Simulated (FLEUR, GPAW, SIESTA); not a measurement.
**Pb: 3 runs at one level of theory**

```xyz
1
Lattice="0.0000 2.4750 2.4750 2.4750 0.0000 2.4750 2.4750 2.4750 0.0000" Properties=species:S:1:pos:R:3 pbc="T T T"
Pb    0.0000    0.0000    0.0000
```

Alike in all runs: task equation of state; functional AM05; k mesh 9 × 9 × 9; occupations fermi-dirac, width 0.05 eV; no spin polarisation; no spin-orbit coupling.

```
                                                        program and potentials  plane-wave cutoff (eV)                                     notes  equilibrium volume (Å³/atom)  bulk modulus (GPa)
                             GPAW, PAW data sets generated for this functional                     600                                         -                         29.95                47.7
                                                    FLEUR, all-electron, FLAPW                       -                                         -                         30.18                45.1
SIESTA, files PseudoDojo sr-pbesol-0.4.1-standard, SZP (energy shift 0.002 Ry)                       -  atomic basis; potentials made for PBEsol                         30.65                46.2
```

The equilibrium volume spans 29.95 (GPAW, PAW data sets generated for this functional) to 30.65 Å³/atom (SIESTA, files PseudoDojo sr-pbesol-0.4.1-standard, SZP (energy shift 0.002 Ry)), with all-electron results at 30.18. The bulk modulus spans 45.1 (FLEUR, all-electron, FLAPW) to 47.7 GPa (GPAW, PAW data sets generated for this functional), with all-electron results at 45.1. Rows in atomic bases carry the error of their basis and grid, which can be large. For a metal such a mesh isn't converged, which the comparison doesn't need.

The functional is the same throughout but for its coding, so the spread measures potentials, basis and numerics; runs on potential files found faulty are left out.
